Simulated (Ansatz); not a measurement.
**AlH5: one candidate of a structure search**

Aim: relax a trial structure of AlH5 and see where it ends.

Computed with Ansatz 0.2.0 (DFT PBE, scalar-relativistic, plane waves, PAW, unless a step's input says otherwise).

### 1 The system as given

The structure is cubic, space group P-43m (No. 215). Conventional cell: a = 3.784 Å, b = 3.784 Å, c = 3.784 Å, α = 90.00°, β = 90.00°, γ = 90.00°. Around Al (site symmetry -43m) lie 4 H at 2.17 Å. Around H (site symmetry 3m) lie 1 H at 1.11 Å. H (site symmetry -43m) is surrounded by 4 H at 1.11 Å.

Structure file:

```cif
data_structure
_symmetry_space_group_name_H-M 'P 1'
_symmetry_Int_Tables_number 1
_cell_length_a 3.7843
_cell_length_b 3.7843
_cell_length_c 3.7843
_cell_angle_alpha 90.000
_cell_angle_beta 90.000
_cell_angle_gamma 90.000
_cell_volume 54.19
loop_
_atom_site_label
_atom_site_type_symbol
_atom_site_fract_x
_atom_site_fract_y
_atom_site_fract_z
_atom_site_occupancy
Al1 Al 0.00000 0.00000 0.00000 1
H1 H 0.33056 0.33056 0.33056 1
H2 H 0.66944 0.66944 0.33056 1
H3 H 0.66944 0.33056 0.66944 1
H4 H 0.33056 0.66944 0.66944 1
H5 H 0.50000 0.50000 0.50000 1
```

A structure generator made this guess: random cell by space group and Wyckoff sites (P-43m, No. 215). The dimensions are guesses.

### 2 A first look at the guess

The input, input.yaml:

```yaml
crystal:
  lattice:
    - [3.78428555, 0.0, 0.0]
    - [0.0, 3.78428555, 0.0]
    - [0.0, 0.0, 3.78428555]
  atoms:
    - { symbol: Al, position: [0.0, 0.0, 0.0] }
    - { symbol: H, position: [0.33056007, 0.33056007, 0.33056007] }
    - { symbol: H, position: [0.66943993, 0.66943993, 0.33056007] }
    - { symbol: H, position: [0.66943993, 0.33056007, 0.66943993] }
    - { symbol: H, position: [0.33056007, 0.66943993, 0.66943993] }
    - { symbol: H, position: [0.5, 0.5, 0.5] }
basis:
  ecutwfc: 420
kpoints:
  mp_grid: { grid: [4, 4, 4] }
hamiltonian:
  xc: pbe
scf:
  occupations: { method: gaussian, width: 0.1 }
  lower_state_search: "off"
output:
  forces: true
  stress: true
  eigenvalues: true
```

Launch:

```bash
> ansatz run input.yaml --threads 1 --pin off --max-ram 2048MiB --backend cpu --events-out ev --progress --plain --runs-dir out
```

Output (excerpt; [...] marks lines left out):

```text
[...]
SCF converged after 6 iterations
Free energy (F): -611.788470 eV
[...]
E sigma→0 (E₀):  -611.785500 eV
Entropy (-TS):   -0.005940 eV (-0.990 meV/atom)
Fermi energy:    1.093303 eV
[...]
--- Forces (eV/Å), atoms counted from 1 ---
  atom   1  Al     0.00000000     0.00000000    -0.00000000
  atom   2  H     -1.38041680    -1.38041680    -1.38041680
  atom   3  H      1.38041680     1.38041680    -1.38041680
  atom   4  H      1.38041680    -1.38041680     1.38041680
  atom   5  H     -1.38041680     1.38041680     1.38041680
  atom   6  H     -0.00000000     0.00000000     0.00000000
[...]
--- Stress (GPa, compression-positive) ---
      -10.064732       0.000000       0.000000
        0.000000     -10.064732      -0.000000
       -0.000000       0.000000     -10.064732
  P = ⅓ Tr σ = -10.0647 GPa (-100.647 kbar)
--- Band table (eV; the first three rows and the last of 10) ---
  k-point 0: bands = ["-9.2668", "-1.7382", "0.4618", "0.4618", "0.4618", "6.4696", "6.4696", "8.8630", "8.8630"]
[...]
```

Run time: 0.75 s. Hardware: 1 thread of Intel Xeon Platinum 8259CL at 2.50GHz (Skylake/Cascade Lake), shared host; peak memory 0.33 GiB.

Read-out: pressure -10.1 GPa, largest force 2.39 eV/Å, gap on this mesh none (metal). A guess like this is first relaxed loosely on the coarse mesh.

### 3 Rough relaxation on the coarse mesh

input.yaml: that of step 2 with these lines changed.

```diff
@@ -25 +25,6 @@
   eigenvalues: true
+relax:
+  adjacent_minimum: "off"
+  f_tol: 0.04
+  max_steps: 70
+  cell: { stress_tol: 0.4 }
```

Launch:

```bash
> ansatz run input.yaml --threads 1 --pin off --max-ram 2048MiB --backend cpu --events-out ev --progress --plain --runs-dir out
```

Output:

```text
Warning: RAYON_NUM_THREADS=1 ignored (pool sized by the plan → 1); use --threads N
Engine: ansatz 0.2.0, x86_64-unknown-linux-gnu
Pseudopotentials: kind: paw
Pseudopotential: Al, paw, valence charge 3, recommended cutoff 420 eV (normal), Al.paw.azcp
Pseudopotential: H, paw, valence charge 1, recommended cutoff 420 eV (normal), H.paw.azcp
Functional definition: PBE
  parameter kappa = 0.804
  parameter beta = 0.06672455060314922
  exchange = pbe_x(kappa = kappa, mu = beta*pi^2/3)
  correlation = pbe_c(beta = beta)
Crystal: 6 atoms, lattice volume = 54.194 Å³
Basis set: ecut = 420 eV, 1021 PW (Γ), exchange–correlation on 54×54×54 points (8 copies of the dense FFT grid, shifted against one another)
Bands: 10, of which v1, the nominal top of the filled ones, is band 4 counted from 1 (3 counted from 0)
Symmetry: 24 space group operations
Space group: P-43m (ITA 215), of the structure as read, at distance tolerance 3.8e-5 Å
k-points: 10 of 64 (time reversal used)
Non-local potential: Al, projectors of the file, l = 0: 2, l = 1: 2, l = 2: 1
Non-local potential: H, projectors of the file, l = 0: 2, l = 1: 1
PAW form: soft (Blöchl's): semilocal exchange-correlation on the pseudo side does not see the compensation charge
PAW one-centre angular grid: Al, 110 points (default); XC on 64 Gauss nodes
PAW one-centre angular grid: H, 110 points (default); XC on 64 Gauss nodes
Initial density: superposition of atomic densities (neutral atoms: chi_scale 0, normalization atom), corrected by the library's trained network
Initial wavefunctions: pseudopotential atomic-orbital guess
Functional: x = pbe(κ = 0.804, μ = 0.2195149727645171), c = pbe(β = 0.06672455060314922)
SCF iter   1: F=—  HF=-611.805153 eV  |F-HF|=—  |Δ(HF+E_count)|=         —  Δρ=1.14e-2  dr2=1.00e-1  ethr=1.77e-3  ⟨swp⟩=5.9  Hψ=741  notcnv=0  defer=2
preconditioner: auto → none  [insulator: Δε(μ)=0.219 eV  Ē_g=9.776 eV  σ=0.100 eV  W_gap=0.66  n_scr=6 (ndim 8)  ℏωp=14.3 eV  f_vac=0.000  D(μ)=1.00/eV (n_scr^D=6)  ε∞_Penn≈3.1]
SCF iter   2: F=—  HF=-611.788809 eV  |F-HF|=—  |Δ(HF+E_count)|=   1.63e-2  Δρ=4.86e-3  dr2=1.37e-2  ethr=1.25e-3  ⟨swp⟩=1.1  Hψ=181  notcnv=0  defer=2
SCF iter   3: F=—  HF=-611.788382 eV  |F-HF|=—  |Δ(HF+E_count)|=   4.27e-4  Δρ=8.40e-4  dr2=3.55e-4  ethr=1.71e-4  ⟨swp⟩=1.2  Hψ=93  notcnv=0  defer=7
SCF iter   4: F=—  HF=-611.788465 eV  |F-HF|=—  |Δ(HF+E_count)|=   8.29e-5  Δρ=6.71e-5  dr2=3.06e-6  ethr=4.44e-6  ⟨swp⟩=2.1  Hψ=115  notcnv=0  defer=7
SCF iter   5: F=—  HF=-611.788470 eV  |F-HF|=—  |Δ(HF+E_count)|=   4.63e-6  Δρ=7.62e-6  dr2=3.52e-8  ethr=3.83e-8  ⟨swp⟩=2.1  Hψ=124  notcnv=0  defer=7
SCF iter   6: F=-611.788470 eV  HF=-611.788470 eV  |F-HF|=1.66e-11  |Δ(HF+E_count)|=   2.84e-9  Δρ=5.92e-7  dr2=1.93e-10  ethr=4.40e-10  ⟨swp⟩=6.2  Hψ=498  notcnv=0
SCF 1 converged in 6 iterations: F = -611.788470 eV  dr2 = 1.93e-10
relax step   1: F+E_penalty+E_count = -611.78846969 eV  Δ(F+E_penalty+E_count) = +0.000e0 eV  max|allowed force component| = 1.380e0 eV/Å  Δτ_max = 0.0000 Å  P = -10.065 GPa  Ω = 54.194 Å³  (6 SCF iters, dr2 threshold 1.00e-7 eV, accepted)
Crystal: 6 atoms, lattice volume = 49.887 Å³
Basis set: ecut = 420 eV, 949 PW (Γ), exchange–correlation on 54×54×54 points (8 copies of the dense FFT grid, shifted against one another)
Initial density: handed on by an earlier stage of this run
Initial wavefunctions: those handed on with the density
SCF iter   1: F=—  HF=-613.565198 eV  |F-HF|=—  |Δ(HF+E_count)|=         —  Δρ=2.35e-2  dr2=2.69e-1  ethr=3.10e-3  ⟨swp⟩=4.9  Hψ=692  notcnv=0
preconditioner: auto → none  [insulator: Δε(μ)=1.310 eV  Ē_g=10.225 eV  σ=0.100 eV  W_gap=0.67  n_scr=6 (ndim 8)  ℏωp=14.9 eV  f_vac=0.000  D(μ)=0.96/eV (n_scr^D=6)  ε∞_Penn≈3.1]
SCF iter   2: F=—  HF=-613.490580 eV  |F-HF|=—  |Δ(HF+E_count)|=   7.46e-2  Δρ=7.71e-3  dr2=2.16e-2  ethr=3.10e-3  ⟨swp⟩=1.9  Hψ=213  notcnv=0  defer=8
SCF iter   3: F=—  HF=-613.488896 eV  |F-HF|=—  |Δ(HF+E_count)|=   1.68e-3  Δρ=2.40e-3  dr2=1.84e-3  ethr=2.70e-4  ⟨swp⟩=1.9  Hψ=109  notcnv=0  defer=13
SCF iter   4: F=—  HF=-613.489213 eV  |F-HF|=—  |Δ(HF+E_count)|=   3.17e-4  Δρ=5.79e-4  dr2=8.96e-5  ethr=2.31e-5  ⟨swp⟩=1.8  Hψ=111  notcnv=0  defer=13
SCF iter   5: F=—  HF=-613.489255 eV  |F-HF|=—  |Δ(HF+E_count)|=   4.18e-5  Δρ=3.93e-5  dr2=4.70e-7  ethr=7.50e-9  ⟨swp⟩=7.5  Hψ=655  notcnv=0
SCF iter   6: F=-613.489255 eV  HF=-613.489256 eV  |F-HF|=1.72e-8  |Δ(HF+E_count)|=   4.20e-7  Δρ=5.78e-6  dr2=2.83e-8  ethr=5.87e-9  ⟨swp⟩=3.2  Hψ=417  notcnv=0
SCF 2 converged in 6 iterations: F = -613.489255 eV  dr2 = 2.83e-8
relax step   2: F+E_penalty+E_count = -613.48925549 eV  Δ(F+E_penalty+E_count) = -1.701e0 eV  max|allowed force component| = 7.240e-1 eV/Å  Δτ_max = 0.1950 Å  P = -10.959 GPa  Ω = 49.887 Å³  energy of the carried Pulay correction = +4.722e-3 eV  (6 SCF iters, dr2 threshold 6.00e-7 eV, accepted)
Crystal: 6 atoms, lattice volume = 42.737 Å³
Basis set: ecut = 420 eV, 847 PW (Γ), exchange–correlation on 54×54×54 points (8 copies of the dense FFT grid, shifted against one another)
SCF iter   1: F=—  HF=-614.275135 eV  |F-HF|=—  |Δ(HF+E_count)|=         —  Δρ=2.75e-2  dr2=2.93e-1  ethr=3.10e-3  ⟨swp⟩=5.5  Hψ=695  notcnv=0
preconditioner: auto → none  [insulator: Δε(μ)=0.427 eV  Ē_g=11.399 eV  σ=0.100 eV  W_gap=0.83  n_scr=6 (ndim 8)  ℏωp=16.1 eV  f_vac=0.000  D(μ)=0.66/eV (n_scr^D=0)  ε∞_Penn≈3.0]
SCF iter   2: F=—  HF=-614.190430 eV  |F-HF|=—  |Δ(HF+E_count)|=   8.47e-2  Δρ=8.77e-3  dr2=2.27e-2  ethr=3.10e-3  ⟨swp⟩=2.0  Hψ=218  notcnv=0  defer=5
SCF iter   3: F=—  HF=-614.186528 eV  |F-HF|=—  |Δ(HF+E_count)|=   3.90e-3  Δρ=2.53e-3  dr2=1.79e-3  ethr=2.83e-4  ⟨swp⟩=1.0  Hψ=88  notcnv=0  defer=12
SCF iter   4: F=—  HF=-614.186403 eV  |F-HF|=—  |Δ(HF+E_count)|=   1.25e-4  Δρ=3.89e-4  dr2=3.60e-5  ethr=2.24e-5  ⟨swp⟩=1.5  Hψ=99  notcnv=0  defer=12
SCF iter   5: F=—  HF=-614.186394 eV  |F-HF|=—  |Δ(HF+E_count)|=   8.87e-6  Δρ=5.76e-5  dr2=7.74e-7  ethr=4.50e-7  ⟨swp⟩=2.5  Hψ=130  notcnv=0  defer=12
SCF iter   6: F=-614.186395 eV  HF=-614.186395 eV  |F-HF|=1.26e-7  |Δ(HF+E_count)|=   4.87e-7  Δρ=2.60e-5  dr2=2.41e-7  ethr=7.50e-9  ⟨swp⟩=8.0  Hψ=553  notcnv=0
SCF 3 converged in 6 iterations: F = -614.186395 eV  dr2 = 2.41e-7
relax step   3: F+E_penalty+E_count = -614.18639468 eV  Δ(F+E_penalty+E_count) = -6.971e-1 eV  max|allowed force component| = 9.402e-3 eV/Å  Δτ_max = 0.1349 Å  P = -1.563 GPa  Ω = 42.737 Å³  energy of the carried Pulay correction = +1.349e-2 eV  (6 SCF iters, dr2 threshold 6.00e-7 eV, accepted)
Crystal: 6 atoms, lattice volume = 41.475 Å³
Basis set: ecut = 420 eV, 799 PW (Γ), exchange–correlation on 54×54×54 points (8 copies of the dense FFT grid, shifted against one another)
iter 1 solved again at ethr=3.80e-5 eV; its pass at ethr=3.10e-3 eV (dr2=3.04e-3 eV) is discarded
SCF iter   1: F=—  HF=-614.194082 eV  |F-HF|=—  |Δ(HF+E_count)|=         —  Δρ=3.18e-3  dr2=3.10e-3  ethr=3.80e-5  ⟨swp⟩=1.0  Hψ=758  notcnv=0
preconditioner: auto → none  [metal: Δε(μ)=0.091 eV  Ē_g=11.598 eV  σ=0.100 eV  W_gap=0.48  n_scr=6 (ndim 8)  ℏωp=16.3 eV  f_vac=0.000  D(μ)=0.94/eV (n_scr^D=6)]
SCF iter   2: F=—  HF=-614.193441 eV  |F-HF|=—  |Δ(HF+E_count)|=   6.41e-4  Δρ=1.06e-3  dr2=3.67e-4  ethr=3.80e-5  ⟨swp⟩=1.0  Hψ=100  notcnv=0
SCF iter   3: F=—  HF=-614.193384 eV  |F-HF|=—  |Δ(HF+E_count)|=   5.73e-5  Δρ=1.33e-4  dr2=6.79e-6  ethr=4.59e-6  ⟨swp⟩=1.2  Hψ=104  notcnv=0
SCF iter   4: F=-614.193387 eV  HF=-614.193387 eV  |F-HF|=2.72e-7  |Δ(HF+E_count)|=   3.13e-6  Δρ=3.25e-5  dr2=5.27e-7  ethr=7.50e-9  ⟨swp⟩=6.0  Hψ=548  notcnv=0
SCF 4 converged in 4 iterations: F = -614.193387 eV  dr2 = 5.27e-7
relax step   4: F+E_penalty+E_count = -614.19338670 eV  Δ(F+E_penalty+E_count) = -6.992e-3 eV  max|allowed force component| = 2.641e-2 eV/Å  Δτ_max = 0.0021 Å  P = +0.284 GPa  Ω = 41.475 Å³  energy of the carried Pulay correction = +1.517e-2 eV  (4 SCF iters, dr2 threshold 6.00e-7 eV, accepted)
Basis set: ecut = 420 eV, 799 PW (Γ), exchange–correlation on 48×48×48 points (8 copies of the dense FFT grid, shifted against one another)
Initial wavefunctions: pseudopotential atomic-orbital guess (no wavefunctions were taken with the density)
iter 1 solved again at ethr=8.07e-7 eV; its pass at ethr=3.10e-3 eV (dr2=6.45e-5 eV) is discarded
SCF iter   1: F=—  HF=-614.183898 eV  |F-HF|=—  |Δ(HF+E_count)|=         —  Δρ=6.70e-4  dr2=1.69e-5  ethr=8.07e-7  ⟨swp⟩=2.1  Hψ=921  notcnv=0
preconditioner: auto → none  [metal: Δε(μ)=0.065 eV  Ē_g=11.590 eV  σ=0.100 eV  W_gap=0.34  n_scr=6 (ndim 8)  ℏωp=16.3 eV  f_vac=0.000  D(μ)=0.99/eV (n_scr^D=6)]
SCF iter   2: F=—  HF=-614.184069 eV  |F-HF|=—  |Δ(HF+E_count)|=   1.70e-4  Δρ=3.38e-4  dr2=4.12e-6  ethr=2.11e-7  ⟨swp⟩=2.0  Hψ=142  notcnv=0
SCF iter   3: F=—  HF=-614.184109 eV  |F-HF|=—  |Δ(HF+E_count)|=   4.03e-5  Δρ=1.17e-5  dr2=2.13e-8  ethr=5.15e-8  ⟨swp⟩=2.0  Hψ=142  notcnv=0
SCF iter   4: F=—  HF=-614.184109 eV  |F-HF|=—  |Δ(HF+E_count)|=   4.20e-7  Δρ=2.21e-6  dr2=1.81e-9  ethr=4.80e-11  ⟨swp⟩=4.3  Hψ=316  notcnv=0
SCF iter   5: F=-614.184109 eV  HF=-614.184109 eV  |F-HF|=9.97e-11  |Δ(HF+E_count)|=  9.00e-10  Δρ=5.84e-7  dr2=1.03e-10  ethr=2.27e-11  ⟨swp⟩=1.9  Hψ=303  notcnv=0
SCF 5 converged in 5 iterations: F = -614.184109 eV  dr2 = 1.03e-10
relax step   5: F+E_penalty+E_count = -614.18410856 eV  Δ(F+E_penalty+E_count) = +9.278e-3 eV  max|allowed force component| = 2.623e-2 eV/Å  Δτ_max = 0.0000 Å  P = +0.131 GPa  Ω = 41.475 Å³  stress off target by 1.31e-1 GPa  SCF on the basis re-selected at this cell (its energy is not comparable with the rows above)  (5 SCF iters)
basis re-selected at this cell: Δ(F+E_penalty+E_count) = +9.278e-3 eV, ΔP = -0.153 GPa vs the last step (what re-selecting the basis moved, of the pressure what is left beyond the Pulay correction that the steps carried, after the strain that the cell walked since its last selection, with what the two solves' SCF thresholds leave and, on support functions, any second-order correction that the steps lacked; it is no measure of the basis error at this ecutwfc). The dense FFT grid was sized anew with the basis: this SCF ran on 24×24×24 points, the steps before it on 27×27×27, so part of this shift can come from that change (see relax.cell in the input reference). This SCF's stress stands 1.31e-1 GPa from its target on what of the cell is left free (relax.cell.stress_tol is 4.00e-1 GPa) and its largest allowed force component is 2.62e-2 eV/Å (relax.f_tol is 4.00e-2 eV/Å): within both
SCF converged after 5 iterations
Free energy (F): -614.184109 eV
Harris-Foulkes:  -614.184109 eV  (|F-HF|=9.97e-11)
Internal energy: -614.179163 eV  (E = F + TS)
E sigma→0 (E₀):  -614.181636 eV
Entropy (-TS):   -0.004946 eV (-0.824 meV/atom)
Fermi energy:    1.888188 eV
--- Per-component energies (eV) ---
  E_band       = -16.885952
  E_kinetic    = 88.170842
  E_local      = -53.589870  (includes V_loc(G=0)·N_el)
  E_nonlocal   = 17.386154
  E_hartree    = 11.559395
  E_xc         = -83.354271
  E_vxc        = -85.384084  (∫ρ·V_xc dr)
  E_paw        = -469.709356  (= ΣΔE_a)
  E_vpaw       = -6.581880  (= ΣTr[D̂ρ^β])
  E_aug_tail   = -0.005859  (compensation charges beyond the density's cutoff)
  E_ewald      = -124.636198
  E_smearing   = -0.004946  (= −TS)
  E_closure    = 0.000000  (closes the sum)
  Σ components = -614.184109   (vs F -614.184109, Δ=0.00e0)
--- Forces (eV/Å), atoms counted from 1 ---
  atom   1  Al    -0.00000000    -0.00000000     0.00000000
  atom   2  H      0.02622929     0.02622929     0.02622929
  atom   3  H     -0.02622929    -0.02622929     0.02622929
  atom   4  H     -0.02622929     0.02622929    -0.02622929
  atom   5  H      0.02622929    -0.02622929    -0.02622929
  atom   6  H     -0.00000000    -0.00000000     0.00000000
  max |Σ_I F_I| component: 1.48e-17 eV/Å
--- Stress (GPa, compression-positive) ---
        0.131124      -0.000000      -0.000000
       -0.000000       0.131124      -0.000000
       -0.000000      -0.000000       0.131124
  P = ⅓ Tr σ = 0.1311 GPa (1.311 kbar)
--- Band table (eV; the first three rows and the last of 10) ---
  k-point 0: bands = ["-8.2935", "1.2112", "1.2112", "1.2112", "1.9032", "7.9168", "7.9168", "13.6520", "13.6520", "13.6520"]
  k-point 1: bands = ["-7.6053", "-2.0736", "1.4993", "1.4993", "3.7339", "8.5997", "10.3074", "11.2914", "11.2914", "12.0892"]
  k-point 2: bands = ["-6.0831", "-4.7710", "1.8373", "1.8373", "4.6070", "9.7788", "9.7788", "9.8474", "10.2760", "12.6875"]
  k-point 9: bands = ["-3.7393", "-0.7724", "-0.7724", "-0.7724", "1.5287", "4.5333", "4.5333", "4.5333", "16.4982", "21.8515"]
--- Relaxed structure (4 steps of the walk, 4 accepted, 1 SCFs on fresh bases) ---
  F+E_penalty+E_count = -614.18410856 eV   max|allowed force component| = 2.623e-2 eV/Å   (the final SCF, on the basis selected at the relaxed cell)
  cell:  # Å, volume = 41.4751 Å³
    - [3.4614864629861524, -1.2839532962581572e-34, -1.79753461476142e-33]
    - [-1.669139285135604e-33, 3.4614864629861524, 6.483964146103694e-33]
    - [7.703719777548941e-34, 6.997545464606956e-33, 3.4614864629861524]
  atoms:
    - { symbol: Al, position: [-1.2415049953362678e-18, 5.825523439654793e-19, 1.2224049184849396e-18] }
    - { symbol: H, position: [0.28054297336307216, 0.28054297336307216, 0.28054297336307216] }
    - { symbol: H, position: [0.7194570266369279, 0.7194570266369279, 0.28054297336307216] }
    - { symbol: H, position: [0.7194570266369279, 0.28054297336307216, 0.7194570266369279] }
    - { symbol: H, position: [0.28054297336307216, 0.7194570266369279, 0.7194570266369279] }
    - { symbol: H, position: [0.5, 0.5, 0.5] }
```

Wall time 4.2 s (1 thread of Intel Xeon Platinum 8259CL at 2.50GHz (Skylake/Cascade Lake), shared host); peak memory 0.34 GiB.

Step by step:

| step | E - E(step 1) (eV/cell) | largest force component (eV/Å) | pressure (GPa) | volume (Å³) |
| --- | --- | --- | --- | --- |
| 1 | 0.0000 | 1.3804 | -10.06 | 54.19 |
| 2 | -1.7008 | 0.7240 | -10.96 | 49.89 |
| 3 | -2.3979 | 0.0094 | -1.56 | 42.74 |
| 4 | -2.4049 | 0.0264 | 0.28 | 41.48 |
| 5 | -2.3956 | 0.0262 | 0.13 | 41.48 |

Step 1 is the start. Step 5 repeats the geometry before it on a plane-wave basis chosen anew for that cell, so its energy need not be comparable with the rows above.

|  | before | after | change |
| --- | --- | --- | --- |
| a (Å) | 3.784 | 3.461 | -8.5 % |
| b (Å) | 3.784 | 3.461 | -8.5 % |
| c (Å) | 3.784 | 3.461 | -8.5 % |
| volume (Å³/atom) | 9.03 | 6.91 | -23.5 % |
| shortest distance (Å) | 1.111 | 1.316 | +18.5 % |
| space group (0.01 Å) | P-43m | P-43m | same |

Forces and stress were held to the start's 24 operations: a distortion of lower symmetry was not tested.

(Part 1 of 2 ends here.)
